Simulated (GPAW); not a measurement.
# Screening of a field by Zr2N(OH)2 MXene monolayer, part 2 of 2

Wanted: the out-of-plane polarisability of Zr2N(OH)2 MXene monolayer.

GPAW 26.7.0; GPAW, PAW setups; layer in a repeated cell with vacuum, relaxation of atoms and in-plane cell (the session's first sound run).

So far, dipole along the normal (e·Å): step 2 (relaxation) 5.8e-6; step 3 (plane waves, PBE) -7.7e-4; step 4 (field on) -0.128.

### 5. In a field

Level of this step: GPAW, PAW setups; slab in vacuum (GPAW).

Contents of run.py:

```python
import json
import numpy as np
from ase import Atoms
from gpaw import GPAW, PW
from gpaw.external import ConstantElectricField

slab = Atoms(
    ['H', 'O', 'Zr', 'N', 'Zr', 'O', 'H'],
    positions=[
        [0.00000, 1.85140, 7.00000],
        [0.00000, 1.85140, 7.97924],
        [1.60336, 0.92570, 9.34451],
        [0.00000, -0.00000, 10.57893],
        [0.00000, 1.85140, 11.81334],
        [1.60336, 0.92570, 13.17861],
        [1.60336, 0.92570, 14.15786]],
    cell=[[3.20672, 0.0, 0.0], [-1.60336, 2.7771, 0.0], [0.0, 0.0, 21.1579]],
    pbc=[True, True, False])

slab.calc = GPAW(mode=PW(500), xc='PBE', kpts={'size': (12, 12, 1), 'gamma': True},
                 occupations={'name': 'fermi-dirac', 'width': 0.05}, nbands='160%',
                 convergence={'density': 1e-05}, maxiter=200,
                 poissonsolver={'dipolelayer': 'xy'},
                 external=ConstantElectricField(-0.1, [0, 0, 1]),
                 symmetry={'tolerance': 1e-3}, txt='slab.txt')
result = {}
energy = slab.get_potential_energy()
fermi = slab.calc.get_fermi_level()
v = slab.calc.get_electrostatic_potential().mean((0, 1)) - fermi
n = slab.calc.get_pseudo_density().mean((0, 1))
L = slab.cell[2, 2]
z = np.arange(len(v)) * L / len(v)
low, high = slab.positions[:, 2].min(), slab.positions[:, 2].max()
below, above = np.interp([low - 4.8, high + 4.8], z, v)
slopes = [np.interp(x, z, np.gradient(v, z)) for x in (low - 4.8, high + 4.8)]
eps = np.array([[slab.calc.get_eigenvalues(k, s) for k in range(len(slab.calc.get_ibz_k_points()))]
                for s in range(slab.calc.get_number_of_spins())]) - fermi
top, bottom = eps[eps < 0].max(), eps[eps > 0].min()
dipole = slab.get_dipole_moment()[2]
print(f'energy {energy:.4f} eV, Fermi level {fermi:.4f} eV, dipole {dipole:.5f} e A')
print(f'potential 4.8 A off the faces, from the Fermi level: lower {below:.4f} eV, upper {above:.4f} eV')
print(f'slope of the potential there: lower {slopes[0]:.5f}, upper {slopes[1]:.5f} eV/A')
print(f'nearest levels on the mesh: {top:.4f} and {bottom:.4f} eV')
print('magnetic moment', round(slab.get_magnetic_moment(), 3))
result.update(energy=energy, fermi=fermi, dipole=dipole, below=below, above=above, slopes=slopes, edges=[top, bottom],
              z=z.tolist(), v=v.tolist(), n=n.tolist(), positions=slab.positions.tolist(),
              forces=slab.get_forces(apply_constraint=False).tolist(), moments=slab.get_magnetic_moments().tolist())
json.dump(result, open('result.json', 'w'))
```

Launch:

```bash
> OMP_NUM_THREADS=1 OPENBLAS_NUM_THREADS=1 python run.py
```

Output:

```text
energy -50.2256 eV, Fermi level 2.3784 eV, dipole -0.06368 e A
potential 4.8 A off the faces, from the Fermi level: lower 1.7443 eV, upper 3.0344 eV
slope of the potential there: lower -0.00735, upper 0.01385 eV/A
nearest levels on the mesh: -0.0764 and 0.0216 eV
magnetic moment 0.0
```

Elapsed: 3.3 min, on 1 thread of Intel Xeon 6975P-C (Granite Rapids), shared host; peak memory 0.58 GiB.

Numbers from this step:

| Item | Value |
| --- | --- |
| dipole along the normal | -0.06368 e·Å |
| levels nearest the Fermi level on the mesh | -0.07642, 0.02165 eV from the Fermi level |
| potential below the slab, the applied field's own ramp left out | 1.744 eV from the Fermi level |
| potential above the slab, the applied field's own ramp left out | 3.034 eV from the Fermi level |

Electrostatic potential energy of an electron (without an applied field's), less the Fermi level, planar mean against z:

```
z (Å)  electrostatic potential energy of an electron (without an applied field's), less the Fermi level, planar mean (eV)
  0.0                                                                                                                2.40
  0.5                                                                                                                1.75
  1.0                                                                                                                1.75
  1.5                                                                                                                1.75
  2.0                                                                                                                1.75
  2.5                                                                                                                1.74
  3.0                                                                                                                1.73
  3.5                                                                                                                1.72
  4.0                                                                                                                1.68
  4.5                                                                                                                1.62
  5.0                                                                                                                1.49
  5.5                                                                                                                1.26
  6.0                                                                                                               0.834
  6.5                                                                                                             -0.0445
  7.0                                                                                                               -1.82
  7.5                                                                                                               -1.89
  8.0                                                                                                               -10.7
  8.5                                                                                                               -7.04
  9.0                                                                                                               -18.2
  9.5                                                                                                               -22.5
 10.0                                                                                                               -10.3
 10.5                                                                                                               -13.3
 11.0                                                                                                               -8.99
 11.5                                                                                                               -18.6
 12.0                                                                                                               -21.9
 12.5                                                                                                               -8.83
 13.0                                                                                                               -8.75
 13.5                                                                                                               -3.71
 14.0                                                                                                              -0.583
 14.5                                                                                                               0.293
 15.0                                                                                                                1.60
 15.5                                                                                                                2.22
 16.0                                                                                                                2.58
 16.5                                                                                                                2.79
 17.0                                                                                                                2.91
 17.5                                                                                                                2.97
 18.0                                                                                                                3.01
 18.5                                                                                                                3.03
 19.0                                                                                                                3.03
 19.5                                                                                                                3.04
 20.0                                                                                                                3.04
 20.5                                                                                                                3.04
 21.0                                                                                                                2.69
```

Force by atom:

```
atom  x (eV/Å)  y (eV/Å)  z (eV/Å)   size
  H1     0.000     0.000    -0.089  0.089
  O2     0.000     0.000     0.035  0.035
 Zr3     0.000     0.000    -0.001  0.001
  N4     0.000     0.000     0.006  0.006
 Zr5     0.000     0.000     0.024  0.024
  O6     0.000     0.000    -0.078  0.078
  H7     0.000     0.000     0.102  0.102
```

The dipole is now -0.0637 e Å, against -7.7e-4 in the run without a field.

### 6. Field on

Changes to run.py since step 5:

```diff
@@ -23,3 +23,3 @@
                  poissonsolver={'dipolelayer': 'xy'},
-                 external=ConstantElectricField(-0.1, [0, 0, 1]),
+                 external=ConstantElectricField(-0.05, [0, 0, 1]),
                  symmetry={'tolerance': 1e-3}, txt='slab.txt')
```

Output:

```text
energy -50.2232 eV, Fermi level 2.3805 eV, dipole -0.03179 e A
potential 4.8 A off the faces, from the Fermi level: lower 2.0617 eV, upper 2.7057 eV
slope of the potential there: lower -0.00853, upper 0.01171 eV/A
nearest levels on the mesh: -0.0763 and 0.0202 eV
magnetic moment 0.0
```

Elapsed: 3.4 min, on 1 thread; peak memory 0.59 GiB.

### 7. In a field

Changes to run.py since step 6:

```diff
@@ -23,3 +23,3 @@
                  poissonsolver={'dipolelayer': 'xy'},
-                 external=ConstantElectricField(-0.05, [0, 0, 1]),
+                 external=ConstantElectricField(0.05, [0, 0, 1]),
                  symmetry={'tolerance': 1e-3}, txt='slab.txt')
```

Output:

```text
energy -50.2232 eV, Fermi level 2.3805 eV, dipole 0.03179 e A
potential 4.8 A off the faces, from the Fermi level: lower 2.7057 eV, upper 2.0617 eV
slope of the potential there: lower -0.01171, upper 0.00853 eV/A
nearest levels on the mesh: -0.0763 and 0.0202 eV
magnetic moment 0.0
```

Elapsed: 3.4 min, on 1 thread; peak memory 0.59 GiB.

The electrostatic potential energy of an electron (without an applied field's), less the Fermi level, planar mean oscillates, so the rows of the table below give means over windows of 1.79 Å about each position, cut where the curve ends. Its maxima inside the range that stand out by 2 % of the span (Å: eV): 7.3: -0.409, 8.4: -6.35, 10.2: -8.97, 11.0: -9.01, 12.8: -6.58, 13.9: -0.764. Its minima: 7.0: -1.26, 8.0: -10.4, 9.4: -24.0, 10.6: -13.9, 11.8: -24.1, 13.1: -10.6, 14.2: -1.65.

Table of electrostatic potential energy of an electron (without an applied field's), less the Fermi level, planar mean by z; means over each step:

```
z (Å)  electrostatic potential energy of an electron (without an applied field's), less the Fermi level, planar mean (eV)
 0.90                                                                                                                2.68
 2.69                                                                                                                2.69
 4.47                                                                                                                2.49
 6.27                                                                                                               0.812
 8.05                                                                                                               -6.76
 9.84                                                                                                               -15.8
11.63                                                                                                               -15.8
13.43                                                                                                               -5.07
15.21                                                                                                               0.902
17.00                                                                                                                1.95
18.79                                                                                                                2.06
20.59                                                                                                                2.09
```

### 8. In a field

Changes to run.py since step 7:

```diff
@@ -23,3 +23,3 @@
                  poissonsolver={'dipolelayer': 'xy'},
-                 external=ConstantElectricField(0.05, [0, 0, 1]),
+                 external=ConstantElectricField(0.1, [0, 0, 1]),
                  symmetry={'tolerance': 1e-3}, txt='slab.txt')
```

Output:

```text
energy -50.2256 eV, Fermi level 2.3784 eV, dipole 0.06368 e A
potential 4.8 A off the faces, from the Fermi level: lower 3.0344 eV, upper 1.7444 eV
slope of the potential there: lower -0.01385, upper 0.00735 eV/A
nearest levels on the mesh: -0.0764 and 0.0216 eV
magnetic moment 0.0
```

The job ended after 3.4 min (1 thread; peak memory 0.58 GiB).

The dipole is now 0.0637 e Å, against -7.7e-4 in the run without a field.

### 9. Field on

Changes to run.py since step 8:

```diff
@@ -23,3 +23,3 @@
                  poissonsolver={'dipolelayer': 'xy'},
-                 external=ConstantElectricField(0.1, [0, 0, 1]),
+                 external=ConstantElectricField(0.2, [0, 0, 1]),
                  symmetry={'tolerance': 1e-3}, txt='slab.txt')
```

Output:

```text
energy -50.2352 eV, Fermi level 2.3697 eV, dipole 0.12755 e A
potential 4.8 A off the faces, from the Fermi level: lower 3.7041 eV, upper 1.1212 eV
slope of the potential there: lower -0.01958, upper 0.00566 eV/A
nearest levels on the mesh: -0.0771 and 0.0274 eV
magnetic moment 0.0
```

Wall time 3.6 min (1 thread); peak memory 0.58 GiB.

The electrostatic potential energy of an electron (without an applied field's), less the Fermi level, planar mean by z:

z (Å), electrostatic potential energy of an electron (without an applied field's), less the Fermi level, planar mean (eV) and a bar from the least value:
```
      0.0        2.4 #############################
      0.5        3.7 ##############################
      1.0        3.7 ##############################
      1.5        3.7 ##############################
      2.0        3.7 ##############################
      2.5        3.7 ##############################
      3.0        3.7 ##############################
      3.5        3.6 ##############################
      4.0        3.6 ##############################
      4.5        3.5 ##############################
      5.0        3.2 #############################
      5.5        2.9 #############################
      6.0        2.3 ############################
      6.5        1.3 ###########################
      7.0       -0.7 #########################
      7.5       -0.9 #########################
      8.0       -9.9 ##############
      8.5       -6.4 ##################
      9.0      -17.7 #####
      9.5      -22.2 
     10.0      -10.1 ##############
     10.5      -13.3 ##########
     11.0       -9.1 ###############
     11.5      -18.9 ####
     12.0      -22.4 
     12.5       -9.4 ###############
     13.0       -9.5 ###############
     13.5       -4.6 ####################
     14.0       -1.7 ########################
     14.5       -1.0 #########################
     15.0        0.1 ##########################
     15.5        0.6 ##########################
     16.0        0.9 ###########################
     16.5        1.0 ###########################
     17.0        1.1 ###########################
     17.5        1.1 ###########################
     18.0        1.1 ###########################
     18.5        1.1 ###########################
     19.0        1.1 ###########################
     19.5        1.1 ###########################
     20.0        1.1 ###########################
     20.5        1.1 ###########################
     21.0        1.8 ############################
```

The dipole is now 0.128 e Å, against -7.7e-4 in the run without a field.

### 10. Field on

Changes to run.py since step 9:

```diff
@@ -23,3 +23,3 @@
                  poissonsolver={'dipolelayer': 'xy'},
-                 external=ConstantElectricField(0.2, [0, 0, 1]),
+                 external=ConstantElectricField(0.3, [0, 0, 1]),
                  symmetry={'tolerance': 1e-3}, txt='slab.txt')
```

Output:

```text
energy -50.2513 eV, Fermi level 2.3546 eV, dipole 0.19184 e A
potential 4.8 A off the faces, from the Fermi level: lower 4.3946 eV, upper 0.5114 eV
slope of the potential there: lower -0.02803, upper 0.00467 eV/A
nearest levels on the mesh: -0.0781 and 0.0299 eV
magnetic moment 0.0
```

Wall time 3.3 min (1 thread); peak memory 0.59 GiB.

The dipole is now 0.192 e Å, against -7.7e-4 in the run without a field.

### 11. The series

The members are put on one axis.

This step: induced dipole against applied field (GPAW 26.7.0).

The dipole along the normal by field:

```
field (V/Å)  dipole along the normal (e·Å)
     -0.200                         -0.128
     -0.100                        -0.0637
     -0.050                        -0.0318
      0.000                        -7.7e-4
      0.050                         0.0318
      0.100                         0.0637
      0.200                          0.128
      0.300                          0.192
```

### 12. Summary of results

| Item | Value |
| --- | --- |
| work function, upper and lower face | 2.390 and 2.374 eV |
| dipole along the normal | -7.7e-4 e Å |
| induced dipole per field | 0.638 e Å per V/Å |
| out-of-plane polarisability per area, α/(ε0 A) | 13.0 Å |

The field induces 0.638 e Å per V/Å, a polarisable thickness α/(ε0 A) of 13.0 Å beside 7.16 Å between the outermost nuclei. A perfect conductor would give the distance between its two image planes; a dielectric of thickness t gives t(1 - 1/ε). The induced dipole is linear in the field over this range. The small printed dipole stands for a step of 16 meV from the lower to the upper face, and the probes find 16 meV; values this small are near the numerical noise of both. The cell holds an odd number of electrons, so without spin polarisation it must come out metallic and without a moment, whatever its true state. The layer's cell and atoms come from the relaxation; spin-orbit coupling and temperature are left out.

[Logs are printed without paths, hosts, clocks, repeated set-up lines and the standing remarks that a program may print on its own settings, such as how far it seeks lower states.]

[Hosts, paths, dates, database ids (printed as entryN), source tags and the programs' standing remarks are cut or masked in the printed files.]
